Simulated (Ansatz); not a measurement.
# Zn under changes of volume

One of the cells (15.330 Å³/atom); the others are scaled copies at fixed shape and fractional positions:

```
Zn
1.0
     2.67000    0.00000    0.00000
    -1.33500    2.31229    0.00000
     0.00000    0.00000    4.96600
Zn
2
Direct
  0.66667 0.33333 0.75000
  0.33333 0.66667 0.25000
```

```yaml
Program: Ansatz 0.2.0
Functional: RPBE
Potentials_or_basis: PseudoDojo standard (LDA files)
Cutoff: 1143 eV
Density_cutoff: 4572 eV
k_mesh: 11 × 11 × 6
Occupations: cold, width 0.1 eV
Spin: collinear spin, program default start
```

```tsv
volume (Å³/atom)	energy over the lowest point (meV/atom)	pressure (GPa)
14.410	58.30	10.8
14.716	39.88	8.5
15.023	25.47	6.6
15.330	?	?
15.636	7.02	3.2
15.943	2.24	1.8
16.249	0.00	0.6
```

Q: What does the run at 15.330 Å³/atom give?

A: Energy over the lowest point 14.65 meV/atom; pressure 4.8 GPa.

Worked out: A Birch-Murnaghan fit of order 3 (a polynomial in V^(-2/3)) to the other rows has its minimum at 16.40 Å³/atom, just outside them, with B0 = V·E''(V) = 60 GPa and B' = 5.2 at fixed shape and positions, which overstates the stiffness. It gives 14.63 meV/atom at 15.330 Å³/atom, against the run's 14.65, and -dE/dV = 4.8 GPa, against 4.8.

Energies are extrapolated to zero smearing.

Caveats: the potentials were made for another functional, which shifts forces and pressure.
